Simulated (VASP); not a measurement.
# Ta (Im-3m) in VASP: a series of runs

Runs on Ta. Level: PBE. Tasks: relaxation of the atoms, relaxation of cell and atoms.

Everything below comes from runs of VASP 6.6.1. Logs are shortened: lines on timing, memory, paths and dates and some standing lists are left out, and cuts for length are marked.

## Step 1: The structure

It takes space group Im-3m (No. 229, cubic). The conventional cell has a = 3.303 Å, b = 3.303 Å, c = 3.303 Å, α = 90.00°, β = 90.00°, γ = 90.00°. Ta (site symmetry m-3m) has 8 Ta at 2.86 Å as nearest neighbours.

## Step 2: Relaxation of the atoms, PBE (a relaxed cell with its volume scaled by 1.04)

INCAR

```
SYSTEM = Ta
  PREC = Accurate
  ENCUT = 600
  EDIFF = 1E-7
  ISMEAR = 1
  SIGMA = 0.1
  LREAL = .FALSE.
  LASPH = .TRUE.
  NELM = 80
  ALGO = Normal
  ISIF = 2
  LWAVE = .FALSE.
  LCHARG = .FALSE.
  GGA = PE
  IBRION = 2
  NSW = 40
  EDIFFG = -0.01
```

KPOINTS

```
Automatic mesh
0
G
  16 16 16
  0 0 0
```

POSCAR

```
Ta                                      
1.0
   -1.6825768042      1.6825768042      1.6825768042
    1.6825768042     -1.6825768042      1.6825768042
    1.6825768042      1.6825768042     -1.6825768042
  Ta            
     1
Direct
     0.0000000000000000    0.0000000000000000    0.0000000000000000
```

Potentials or basis: VASP PAW PBE potentials, release 64 (Ta_pv).

Run with:

```sh
cat potpaw_PBE.64/Ta_pv/POTCAR > POTCAR
mpirun -np 1 vasp_std > vasp.out
```

OUTCAR:

```text
SYSTEM = Ta
   PREC = Accurate
   ENCUT = 600
   EDIFF = 1E-7
   ISMEAR = 1
   LREAL = .FALSE.
   LASPH = .TRUE.
   NELM = 80
   ISIF = 2
   GGA = PE
   IBRION = 2
   NSW = 40
   EDIFFG = -0.01

 ion  position               nearest neighbor table
   1  0.000  0.000  0.000-

  LATTYP: Found a body centered cubic cell.
 ALAT       =     3.3651536084

  Lattice vectors:

 A1 = (  -1.6825768042,   1.6825768042,   1.6825768042)
 A2 = (   1.6825768042,  -1.6825768042,   1.6825768042)
 A3 = (   1.6825768042,   1.6825768042,  -1.6825768042)

Analysis of symmetry for initial positions (statically):
=====================================================================
 Subroutine PRICEL returns:
 Original cell was already a primitive cell.

 Routine SETGRP: Setting up the symmetry group for a
 body centered cubic supercell.

 Subroutine GETGRP returns: Found 48 space group operations
 (whereof 48 operations were pure point group operations)
 out of a pool of 48 trial point group operations.

The static configuration has the point symmetry O_h .

Analysis of symmetry for dynamics (positions and initial velocities):
=====================================================================
 Subroutine PRICEL returns:
 Original cell was already a primitive cell.

 Routine SETGRP: Setting up the symmetry group for a
 body centered cubic supercell.

 Subroutine GETGRP returns: Found 48 space group operations
 (whereof 48 operations were pure point group operations)
 out of a pool of 48 trial point group operations.

The dynamic configuration has the point symmetry O_h .

 Subroutine INISYM returns: Found 48 space group operations
 (whereof 48 operations are pure point group operations),
 and found     1 'primitive' translations

----------------------------------------------------------------------------------------

                                     Primitive cell

  volume of cell :      19.0539

  direct lattice vectors                    reciprocal lattice vectors
    -1.682576804  1.682576804  1.682576804     0.000000000  0.297163255  0.297163255
     1.682576804 -1.682576804  1.682576804     0.297163255  0.000000000  0.297163255
     1.682576804  1.682576804 -1.682576804     0.297163255  0.297163255  0.000000000

  length of vectors
     2.914308513  2.914308513  2.914308513     0.420252306  0.420252306  0.420252306

  position of ions in fractional coordinates (direct lattice)
     0.000000000  0.000000000  0.000000000

  ion indices of the primitive-cell ions
   primitive index   ion index
                 1           1

----------------------------------------------------------------------------------------

 KPOINTS: Automatic mesh

Automatic generation of k-mesh.
 Grid dimensions read from file:
 generate k-points for:   16   16   16

 Generating k-lattice:

  Cartesian coordinates                     Fractional coordinates (reciprocal lattice)
     0.000000000  0.018572703  0.018572703     0.062500000  0.000000000  0.000000000
     0.018572703  0.000000000  0.018572703     0.000000000  0.062500000  0.000000000
     0.018572703  0.018572703  0.000000000     0.000000000  0.000000000  0.062500000

  Length of vectors
     0.026265769  0.026265769  0.026265769

  Shift w.r.t. Gamma in fractional coordinates (k-lattice)
     0.000000000  0.000000000  0.000000000

 Subroutine IBZKPT returns following result:
 ===========================================

 Found    145 irreducible k-points:

 Following reciprocal coordinates:
            Coordinates               Weight
  0.000000  0.000000  0.000000      1.000000
  0.062500  0.000000  0.000000     12.000000
  0.125000  0.000000  0.000000     12.000000
  0.187500  0.000000  0.000000     12.000000
  0.250000  0.000000  0.000000     12.000000
  0.312500  0.000000  0.000000     12.000000
[... 16 lines left out ...]
  0.187500  0.187500  0.000000     24.000000
  0.250000  0.187500  0.000000     48.000000
 [... further k-points ...]
   k-points           NKPTS =    145   k-points in BZ     NKDIM =    145   number of bands    NBANDS=      9
   number of dos      NEDOS =    301   number of ions     NIONS =      1
   total plane-waves  NPLWV =  13824
   dimension x,y,z NGX =    24 NGY =   24 NGZ =   24
   dimension x,y,z NGXF=    48 NGYF=   48 NGZF=   48
   ions per type =               1
   NGX,Y,Z   is equivalent  to a cutoff of  13.69, 13.69, 13.69 a.u.
   NGXF,Y,Z  is equivalent  to a cutoff of  27.38, 27.38, 27.38 a.u.
 SYSTEM =  Ta
   PREC   = accura    normal or accurate (medium, high low for compatibility)
   ISTART =      0    job   : 0-new  1-cont  2-samecut
   ICHARG =      2    charge: 1-file 2-atom 10-const
   ISPIN  =      1    spin polarized calculation?
   LNONCOLLINEAR =      F non collinear calculations
   LSORBIT =      F    spin-orbit coupling
   LASPH  =      T    aspherical Exc in radial PAW
   ENCUT  =  600.0 eV  44.10 Ry    6.64 a.u.   5.82  5.82  5.82*2*pi/ulx,y,z
   NELM   =     80;   NELMIN=  2; NELMDL= -5     # of ELM steps
   EDIFF  = 0.1E-06   stopping-criterion for ELM
   LREAL  =      F    real-space projection
   EDIFFG = -.1E-01   stopping-criterion for IOM
   NSW    =     40    number of steps for IOM
   IBRION =      2    ionic relax: 0-MD 1-quasi-New 2-CG
   NFREE  =      1    steps in history (QN), initial steepest desc. (CG)
   ISIF   =      2    stress and relaxation
   ISYM   =      2    0-nonsym 1-usesym 2-fastsym
   POTIM  = 0.5000    time-step for ionic-motion
   TEBEG  =    0.0;   TEEND  =   0.0 temperature during run
   PSTRESS=    0.0 pullay stress
   NELECT =      11.0000    total number of electrons
   NUPDOWN=      -1.0000    fix difference up-down
   EMIN   =  10.00;   EMAX   =-10.00  energy-range for DOS
   EFERMI =   0.00;   METHOD = LEGACY
   ISMEAR =     1;   SIGMA  =   0.10  broadening in eV -4-tet -1-fermi 0-gaus
   EFERMI_NEDOS =   21; number of points for ismear=-14 and -15
   IALGO  =     38    algorithm
   IMIX   =      4    mixing-type and parameters
     AMIX     =   0.40;   BMIX     =  1.00
     AMIX_MAG =   1.60;   BMIX_MAG =  1.00
  volume/ion in A,a.u.               =      19.05       128.58
  Fermi-wavevector in a.u.,A,eV,Ry     =   1.363152  2.575983 25.282106  1.858182
  Thomas-Fermi vector in A             =   2.489579
   LORBIT       =      0    0 simple, 1 ext, 2 COOP (PROOUT), +10 PAW based schemes
   GGA     = PE    functional components
   LHFCALC =     F    Hartree Fock is set to
   AEXX    =    0.0000 exact exchange contribution
   IVDW    =     0    specifies the selected vdW correction
   LEPSILON=     F    determine dielectric tensor
   LRPA    =     F    only Hartree local field effects (RPA)
 conjugate gradient relaxation of ions
 non-spin polarized calculation
 Methfessel and Paxton  Order N= 1 SIGMA  =   0.10
  energy-cutoff  :      600.00
  volume of cell :       19.05
 maximum number of plane-waves:       682
   NGX = 11   NGY = 11   NGZ = 11

 number of electron      10.9999998 magnetization

 Free energy of the ion-electron system (eV)
  ---------------------------------------------------
  ext. energy  EPLUGINS =         0.00000000
  ---------------------------------------------------
  free energy    TOTEN  =       -11.79250107 eV

  energy without entropy =      -11.79153952  energy(sigma->0) =      -11.79218055

 E-fermi :   5.0233     XC(G=0): -12.3349

 val. band max:        4.9962014492   @ k =  -0.3125   0.3750   0.1250
 cond. band min:       5.0270809892   @ k =   0.1875   0.0625   0.0000
 fundamental gap:      0.0308795401
 Fermi energy:         5.0232658247

 k-point     1 :       0.0000    0.0000    0.0000
  band No.  band energies     occupation
      1     -28.2662      2.00000
      2     -28.2662      2.00000
      3     -28.2662      2.00000
      4      -2.6569      2.00000
      5       5.7631     -0.00000
      6       5.7631     -0.00000
      7       5.7631     -0.00000
      8       8.8408      0.00000
      9       8.8408      0.00000

 k-point     2 :       0.0625    0.0000    0.0000
  band No.  band energies     occupation
      1     -28.3061      2.00000
      2     -28.2787      2.00000
      3     -28.2664      2.00000
      4      -2.4937      2.00000
      5       5.6584     -0.00000
      6       5.7327     -0.00000
      7       5.9219     -0.00000
      8       8.6743      0.00000
      9       8.8418      0.00000

 k-point     3 :       0.1250    0.0000    0.0000
  band No.  band energies     occupation
      1     -28.4182      2.00000
      2     -28.3140      2.00000
      3     -28.2668      2.00000
      4      -2.0237      2.00000
      5       5.3754     -0.00001
      6       5.5980     -0.00000
      7       6.3922     -0.00000
      8       8.3541      0.00000
      9       8.8553      0.00000

 k-point     4 :       0.1875    0.0000    0.0000
  band No.  band energies     occupation
      1     -28.5823      2.00000
      2     -28.3665      2.00000
      3     -28.2675      2.00000
      4      -1.3096      2.00000
      5       4.9872      1.56819
      6       5.3060     -0.00048
      7       7.1553      0.00000
      8       8.1925      0.00000
      9       8.9055      0.00000
[... 205 lines left out ...]
 k-point    22 :       0.4375    0.1250    0.0000
  band No.  band energies     occupation
      1     -29.1913      2.00000
      2     -28.6318      2.00000
      3     -28.3227      2.00000
      4       1.3699      2.00000
      5       3.7234      2.00000
      6       5.6859     -0.00000
      7       8.5249      0.00000
      8       9.8936      0.00000
      9      12.9140      0.00000

 k-point    23 :       0.1875    0.1875    0.0000
  band No.  band energies     occupation
      1     -28.9341      2.00000
      2     -28.5017      2.00000
      3     -28.3368      2.00000
      4       0.7377      2.00000
      5       4.1530      2.00000
      6       4.4730      2.00000
      7       7.9932      0.00000
      8       9.5199      0.00000
      9       9.9967      0.00000

 k-point    24 :       0.2500    0.1875    0.0000
  band No.  band energies     occupation
      1     -29.0309      2.00000
      2     -28.5833      2.00000
      3     -28.3496      2.00000
      4       1.4321      2.00000
      5       3.8940      2.00000
      6       4.4631      2.00000
      7       8.2228      0.00000
      8       9.5851      0.00000
      9      11.3332      0.00000

 [... further k-points ...]

------------------------ aborting loop because EDIFF is reached ----------------------------------------

  FORCE on cell =-STRESS in cart. coord.  units (eV):
  Direction    XX          YY          ZZ          XY          YZ          ZX
  --------------------------------------------------------------------------------------
  -------------------------------------------------------------------------------------
  Total       -0.8436384     -0.8436384     -0.8436384      0.0000000     -0.0000000      0.0000000
  in kB      -70.9385424    -70.9385424    -70.9385424      0.0000000     -0.0000000      0.0000000
  external PRESSURE =     -70.9385424 kB  Pullay stress =       0.0000000 kB

 VOLUME and BASIS-vectors are now :
 -----------------------------------------------------------------------------
  energy-cutoff  :      600.00
  volume of cell :       19.05
      direct lattice vectors                 reciprocal lattice vectors
    -1.682576804  1.682576804  1.682576804     0.000000000  0.297163255  0.297163255
     1.682576804 -1.682576804  1.682576804     0.297163255  0.000000000  0.297163255
     1.682576804  1.682576804 -1.682576804     0.297163255  0.297163255  0.000000000

 POSITION                                       TOTAL-FORCE (eV/Angst)
 -----------------------------------------------------------------------------------
      0.00000      0.00000      0.00000        -0.000000      0.000000     -0.000000
 -----------------------------------------------------------------------------------
    total drift:                                0.000000      0.000000     -0.000000

  FREE ENERGIE OF THE ION-ELECTRON SYSTEM (eV)
  ---------------------------------------------------
  free  energy   TOTEN  =       -11.7925010652 eV

  energy  without entropy=      -11.7915395211  energy(sigma->0) =      -11.79218055

 reached required accuracy - stopping structural energy minimisation
```

Wall time 17 s (1 thread of Intel Xeon Platinum 8488C (Sapphire Rapids), shared host); peak memory 0.16 GiB.

Results:

| Item | Value |
| --- | --- |
| Free energy | -11.7925 eV |
| Pressure after relaxing | -7.1 GPa |
| Band gap on the k mesh | none (metal or under the smearing width) |

Final structure:
```
Ta
1.0
    -1.68258    1.68258    1.68258
     1.68258   -1.68258    1.68258
     1.68258    1.68258   -1.68258
Ta
1
Direct
  0.00000 0.00000 0.00000
```

Caveat: the relaxation stopped at its first step, so nothing moved. Spin-orbit coupling is left out, which matters for the levels of Ta.

## Step 3: Relaxation of the atoms, PBE (a relaxed cell with its volume scaled by 1.06)

INCAR is that of step 2.

KPOINTS is that of step 2.

POSCAR

```
Ta                                      
1.0
   -1.6932941429      1.6932941429      1.6932941429
    1.6932941429     -1.6932941429      1.6932941429
    1.6932941429      1.6932941429     -1.6932941429
  Ta            
     1
Direct
     0.0000000000000000    0.0000000000000000    0.0000000000000000
```

Potentials or basis: VASP PAW PBE potentials, release 64 (Ta_pv).

Run with:

```sh
cat potpaw_PBE.64/Ta_pv/POTCAR > POTCAR
mpirun -np 1 vasp_std > vasp.out
```

Run time: 15 s. Hardware: 1 thread of Intel Xeon Platinum 8488C (Sapphire Rapids), shared host; peak memory 0.16 GiB.

Results (log left out):

```yaml
Free_energy: -11.7728 eV
Pressure_after_relaxing: -10.1 GPa
Band_gap_on_the_k_mesh: none (metal or under the smearing width)
```

Final structure:
```
Ta
1.0
    -1.69329    1.69329    1.69329
     1.69329   -1.69329    1.69329
     1.69329    1.69329   -1.69329
Ta
1
Cartesian
  0.0000 0.0000 0.0000
```

Levels at points of the mesh, in eV from the Fermi level:
| k point | band 3 | band 4 | band 5 | band 6 | band 7 | band 8 |
| --- | --- | --- | --- | --- | --- | --- |
| (0.00, 0.00, 0.00) | -33.37 | -7.61 | 0.73 | 0.73 | 0.73 | 3.75 |
| (0.50, 0.00, 0.00) | -33.37 | -4.04 | -1.33 | 1.29 | 3.58 | 4.52 |
| (0.50, 0.50, 0.50) | -34.01 | -3.36 | -3.36 | 6.24 | 6.24 | 6.24 |

Caveat: the relaxation stopped at its first step, so nothing moved.

## Step 4: Relaxation of cell and atoms, PBE, target pressure 10.6 GPa, at which the enthalpy is minimised

INCAR

```
PREC     = Accurate       # precision mode
ENCUT    = 600            # plane-wave cutoff, eV
EDIFF    = 1E-6           # SCF threshold, eV
ISMEAR   = 1              # smearing method
SIGMA    = 0.1            # smearing width, eV
LREAL    = False          # projectors in reciprocal space
LASPH    = True           # aspherical terms in the spheres
NELM     = 80             # most SCF steps
ALGO     = Normal         # electronic algorithm
ISIF     = 3              # what is computed and relaxed
LWAVE    = False          # write WAVECAR
LCHARG   = False          # write CHGCAR
GGA      = PE             # functional
IBRION   = 2              # ionic algorithm
NSW      = 90             # ionic steps
EDIFFG   = -0.01          # ionic threshold
PSTRESS  = 106.0
```

KPOINTS

```
Automatic mesh
0
Gamma
  16 16 16
```

POSCAR

```
Ta
1.0
   -1.6512800000      1.6512800000      1.6512800000
    1.6512800000     -1.6512800000      1.6512800000
    1.6512800000      1.6512800000     -1.6512800000
Ta
1
Direct
    0.0000000000      0.0000000000      0.0000000000
```

Run with:

```sh
cat potpaw_PBE.64/Ta_pv/POTCAR > POTCAR
mpirun -np 1 vasp_std > vasp.out
```

It took 49 s on 1 thread of Intel Xeon Platinum 8259CL at 2.50GHz (Skylake/Cascade Lake), shared host; peak memory 0.16 GiB.

The run converged. Its results:

* Free energy: -11.7808 eV
* Relaxed volume: 17.43 Å³/atom
* Relaxed cell: a = 2.829 Å, b = 2.829 Å, c = 2.829 Å, α = 109.47°, β = 109.47°, γ = 109.47°
* Space group after relaxing (to 0.05 Å): Im-3m (No. 229)
* Energy change on relaxing (the enthalpy is what falls): +25.2 meV/atom
* Ionic steps: 4
* Pressure after relaxing: 10.6 GPa
* Band gap on the k mesh: none (metal or under the smearing width)

The path:
| step | energy change (eV) | largest force (eV/Å) | pressure (GPa) | volume (Å³) |
| --- | --- | --- | --- | --- |
| 1 | 0.0000 | 0.0000 | 3.41 | 18.01 |
| 2 | 0.2172 | 0.0000 | 33.66 | 15.98 |
| 3 | 0.0242 | 0.0000 | 10.38 | 17.44 |
| 4 | 0.0252 | 0.0000 | 10.57 | 17.43 |

Final structure:
```
Ta
1.0
    -1.63320    1.63320    1.63320
     1.63320   -1.63320    1.63320
     1.63320    1.63320   -1.63320
Ta
1
Direct
  0.00000 0.00000 0.00000
```

Levels at points of the mesh, in eV from the Fermi level:
```csv
k point,band 3,band 4,band 5,band 6,band 7,band 8
"(0.00, 0.00, 0.00)",-32.92,-8.02,0.76,0.76,0.76,4.15
"(0.50, 0.00, 0.00)",-32.93,-4.51,-1.62,1.77,4.05,5.12
"(0.50, 0.50, 0.50)",-33.83,-3.98,-3.98,7.13,7.13,7.13
```

Caveat: the cell is relaxed towards a set pressure, so the enthalpy falls and the energy may rise.

## Step 5: Relaxation of cell and atoms, PBE, target pressure 10.6 GPa, at which the enthalpy is minimised

This run uses another cell than the first one, of 17.43 Å³/atom, 0.968 times its volume.

Changes to INCAR since step 4:

```diff
@@ -2,3 +2,3 @@
 ENCUT    = 600            # plane-wave cutoff, eV
-EDIFF    = 1E-6           # SCF threshold, eV
+EDIFF    = 1E-7           # SCF threshold, eV
 ISMEAR   = 1              # smearing method
@@ -15,3 +15,3 @@
 NSW      = 90             # ionic steps
-EDIFFG   = -0.01          # ionic threshold
+EDIFFG   = -0.005         # ionic threshold
 PSTRESS  = 106.0
```

KPOINTS is that of step 4.

POSCAR

```
Ta                                      
1.0
   -1.6331977145      1.6331977145      1.6331977145
    1.6331977145     -1.6331977145      1.6331977145
    1.6331977145      1.6331977145     -1.6331977145
  Ta            
     1
Direct
     0.0000000000000000    0.0000000000000000    0.0000000000000000
```

Run with:

```sh
cat potpaw_PBE.64/Ta_pv/POTCAR > POTCAR
mpirun -np 1 vasp_std > vasp.out
```

Run time: 15 s. Hardware: 1 thread of Intel Xeon Platinum 8259CL at 2.50GHz (Skylake/Cascade Lake), shared host; peak memory 0.16 GiB.

The run converged. Its results:

```
Free energy             : -11.7807 eV
Pressure after relaxing : 10.6 GPa
Band gap on the k mesh  : none (metal or under the smearing width)
```

Final structure:
```
Ta
1.0
    -1.63320    1.63320    1.63320
     1.63320   -1.63320    1.63320
     1.63320    1.63320   -1.63320
Ta
1
Direct
  0.00000 0.00000 0.00000
```

Levels at points of the mesh, in eV from the Fermi level:
| k point | band 2 | band 3 | band 4 | band 5 | band 6 | band 7 | band 8 | band 9 |
| --- | --- | --- | --- | --- | --- | --- | --- | --- |
| (0.00, 0.00, 0.00) | -32.92 | -32.92 | -8.02 | 0.75 | 0.75 | 0.75 | 4.15 | 4.15 |
| (0.50, 0.00, 0.00) | -33.34 | -32.93 | -4.51 | -1.62 | 1.77 | 4.05 | 5.12 | 8.15 |
| (0.50, 0.50, 0.50) | -33.83 | -33.83 | -3.98 | -3.98 | 7.13 | 7.13 | 7.13 | 8.99 |

Caveat: the relaxation stopped at its first step, so nothing moved; the cell is relaxed towards a set pressure, so the enthalpy falls and the energy may rise. The run has no spin-orbit coupling, so splittings on Ta are missing.

## Step 6: Overview

| task | cell | target pressure | gap on the mesh (eV) | pressure (GPa) |
| --- | --- | --- | --- | --- |
| relaxation of the atoms | atoms relaxed from: a relaxed cell with its volume scaled by 1.04 | - | none | -7.1 |
| relaxation of the atoms | atoms relaxed from: a relaxed cell with its volume scaled by 1.06 | - | none | -10.1 |
| relaxation of cell and atoms | relaxed to 10.6 GPa | 10.6 GPa | none | 10.6 |

Alike in all rows: level PBE; potentials or basis VASP PAW PBE potentials, release 64 (Ta_pv); no spin polarisation; k mesh 16 × 16 × 16; cutoff (eV) 600; smearing methfessel-paxton 0.1 eV.

Caveats: the relaxation stopped at its first step, so nothing moved; the cell is relaxed towards a set pressure, so the enthalpy falls and the energy may rise (some runs).

Absolute energies hang on the potentials; compare differences alone.
